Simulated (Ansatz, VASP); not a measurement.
# Two plane-wave programs on Si

```
Si
1.0
     0.00000    2.73505    2.73505
     2.73505    0.00000    2.73505
     2.73505    2.73505    0.00000
Si
2
Direct
  0.75000 0.75000 0.75000
  0.50000 0.50000 0.50000
```

Alike in both runs: task single point; functional PBE; k mesh 8 × 8 × 8; occupations gaussian, width 0.01 eV; no spin polarisation.

```csv
,VASP,Ansatz
version,VASP 6.6.1,Ansatz 0.2.0
potentials or method,"VASP PAW PBE potentials, release 64 (Si)","scalar-relativistic, plane waves, PAW"
plane-wave cutoff (eV),520,420
valence electrons in the cell,8,8
```

Ansatz gave:

* gap on the k mesh at the Fermi level (eV): 0.65
* least direct gap on the mesh (eV): 2.55
* pressure (GPa): 0.0

Question: What did VASP give for the same quantities?

Answer: gap on the k mesh at the Fermi level (eV): 0.65; least direct gap on the mesh (eV): 2.56; pressure (GPa): -0.1.

The functional is the same, so the differences come from potentials, cutoffs and numerics.

A k mesh can miss the band edges. PBE gaps usually lie below the measured ones, often by a third to a half.
